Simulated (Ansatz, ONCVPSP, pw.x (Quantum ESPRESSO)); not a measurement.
# pw.x on bcc Os: one setting changed

Potential: optimised norm-conserving Vanderbilt (ONCV), ONCVPSP 4.0.1.1 (patched build), PBE; core [Kr] 4d10 4f14, reference 5s2 5p6 5d6 6s2; waves: 5s+6s: rc 1.50 bohr, ncon 3, nbas 7, qcut 7.4 1/bohr, 2 projectors; 5p: rc 1.60 bohr, ncon 4, nbas 8, qcut 6.6 1/bohr, 2 projectors, debl 0.7 Ha; 5d: rc 2.45 bohr, ncon 4, nbas 9, qcut 5.5 1/bohr, 1 projector; local part: polynomial inside 1.40 bohr (lpopt 5, dvloc0 6 Ha); core correction: Teter function, fcfact 1.75, rcfact 1.35. In the p channel the program set the typed energies aside and used -1.868, 0.250 Ha.

The reference run (k-mesh 15³, cutoffs 60/240 Ry, Fermi–Dirac 0.01 Ry, mixing_beta 0.4, conv_thr 1e-9, no spin) gives -0.90 GPa at 14.794 Å³/atom, where all-electron LAPW gives -0.02 GPa. This run, with its own iteration cap, changes degauss to 0.002.

```
&control
  calculation='scf', prefix='x', pseudo_dir='./', outdir='./tmp', tstress=.true., disk_io='none'
/
&system
  ibrav=0, nat=1, ntyp=1, ecutwfc=60, ecutrho=240, nbnd=16,
  occupations='smearing', smearing='fd', degauss=0.002
/
&electrons
  conv_thr=1e-09, mixing_beta=0.4, electron_maxstep=50
/
ATOMIC_SPECIES
Os 1.0 Os.UPF
CELL_PARAMETERS angstrom
  -1.54647133 1.54647133 1.54647133
  1.54647133 -1.54647133 1.54647133
  1.54647133 1.54647133 -1.54647133
ATOMIC_POSITIONS crystal
Os 0.0000 0.0000 0.0000
K_POINTS automatic
15 15 15 0 0 0
```

```bash
pw.x < Os.scf.in > Os.scf.out
```

Problem. How does the run end?

Solution. It converges in 7 iterations; the free energy moves by +40.5 meV/atom and the pressure by -0.71 GPa. In a metal, with Fermi–Dirac smearing, F lies below its zero-width value by a term in the square of the width.

```
Message from routine setup:
     using ibrav=0 with symmetry is DISCOURAGED, use correct ibrav instead
     lattice parameter (alat)  =       5.0618  a.u.
     unit-cell volume          =      99.8349 (a.u.)^3
     number of electrons       =        16.00
     number of Kohn-Sham states=           16
     kinetic-energy cutoff     =      60.0000  Ry
     charge density cutoff     =     240.0000  Ry
     scf convergence threshold =      1.0E-09
     Exchange-correlation= PBE
     number of k points=   120  Fermi-Dirac smearing, width (Ry)=  0.0020
     iteration #  1     ecut=    60.00 Ry     beta= 0.40
     total energy              =    -187.58012724 Ry
     estimated scf accuracy    <       0.02312478 Ry
     iteration #  2     ecut=    60.00 Ry     beta= 0.40
     total energy              =    -187.58139582 Ry
     estimated scf accuracy    <       0.00267222 Ry
     iteration #  3     ecut=    60.00 Ry     beta= 0.40
     total energy              =    -187.58170781 Ry
     estimated scf accuracy    <       0.00021759 Ry
     iteration #  4     ecut=    60.00 Ry     beta= 0.40
     total energy              =    -187.58171503 Ry
     estimated scf accuracy    <       0.00000165 Ry
     iteration #  5     ecut=    60.00 Ry     beta= 0.40
     total energy              =    -187.58171540 Ry
     estimated scf accuracy    <       0.00000014 Ry
     iteration #  6     ecut=    60.00 Ry     beta= 0.40
     total energy              =    -187.58171541 Ry
     estimated scf accuracy    <          3.3E-09 Ry
     iteration #  7     ecut=    60.00 Ry     beta= 0.40
     the Fermi energy is    24.9571 ev
!    total energy              =    -187.58171541 Ry
     estimated scf accuracy    <          2.5E-10 Ry
     smearing contrib. (-TS)   =      -0.00029685 Ry
     The total energy is F=E-TS. E is the sum of the following terms:
     one-electron contribution =     -26.80435035 Ry
     hartree contribution      =      23.39009003 Ry
     xc contribution           =     -24.77052457 Ry
     ewald contribution        =    -159.39663368 Ry
     convergence has been achieved in   7 iterations
          total   stress  (Ry/bohr**3)                   (kbar)     P=      -16.14
     Message from routine punch:
     Nothing written, as per user request (disk_io='none')
```

The run took about 10 s on one core of a shared host (Neoverse-V2, 96 threads, 742 GiB, load 62).
